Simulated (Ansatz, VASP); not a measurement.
BaS: VASP beside Ansatz

The input INCAR:

```
ALGO     = Normal         # electronic algorithm
EDIFF    = 1E-6           # SCF threshold, eV
ENCUT    = 520            # plane-wave cutoff, eV
GGA      = PE             # functional
ISIF     = 2              # what is computed and relaxed
ISMEAR   = 0              # smearing method
LASPH    = True           # aspherical terms in the spheres
LCHARG   = False          # write CHGCAR
LREAL    = False          # projectors in reciprocal space
LWAVE    = False          # write WAVECAR
NELM     = 80             # most SCF steps
PREC     = Accurate       # precision mode
SIGMA    = 0.016          # smearing width, eV
```

The input KPOINTS:

```
k-points
0
Gamma
  7 7 7
```

The input POSCAR:

```
BaS
1.0
    0.0000000000      3.1937500000      3.1937500000
    3.1937500000      0.0000000000      3.1937500000
    3.1937500000      3.1937500000      0.0000000000
Ba S
1 1
Direct
    0.0000000000      0.0000000000      0.0000000000
    0.5000000000      0.5000000000      0.5000000000
```

The input input.yaml:

```yaml
crystal:
  lattice:
    - [0.0, 3.19375, 3.19375]
    - [3.19375, 0.0, 3.19375]
    - [3.19375, 3.19375, 0.0]
  atoms:
    - { symbol: Ba, position: [0.0, 0.0, 0.0] }
    - { symbol: S, position: [0.5, 0.5, 0.5] }
hamiltonian:
  xc: pbe
  pseudopotentials: { kind: paw }
kpoints:
  mp_grid: { grid: [7, 7, 7] }
scf:
  occupations: { method: gaussian, width: 0.016 }
output:
  forces: true
  stress: true
  eigenvalues: true
```

Alike in both runs: task single point; functional PBE; k mesh 7 × 7 × 7; occupations gaussian, width 0.016 eV; no spin polarisation.

|  | VASP | Ansatz |
| --- | --- | --- |
| version | VASP 6.6.1 | Ansatz 0.2.0 |
| potentials or method | VASP PAW PBE potentials, release 64 (Ba_sv, S) | Ansatz PAW |
| plane-wave cutoff (eV) | 520 | 420 |
| valence electrons in the cell | 16 | 16 |

Ansatz gave:

| Quantity | Value |
| --- | --- |
| gap on the k mesh at the Fermi level (eV) | 2.26 |
| least direct gap on the mesh (eV) | 2.38 |
| pressure (GPa) | 0.8 |

Question: Estimate VASP's values.

Answer: gap on the k mesh at the Fermi level (eV): 2.17; least direct gap on the mesh (eV): 2.31; pressure (GPa): 1.4.

Caveats: spin-orbit coupling is left out, which moves the levels of the heavy elements; an odd mesh through Γ misses points on the zone boundary, where band edges often lie (VASP); odd divisions of the mesh miss points on the zone boundary, where band edges often lie, so the gap on the mesh can be too wide (Ansatz).
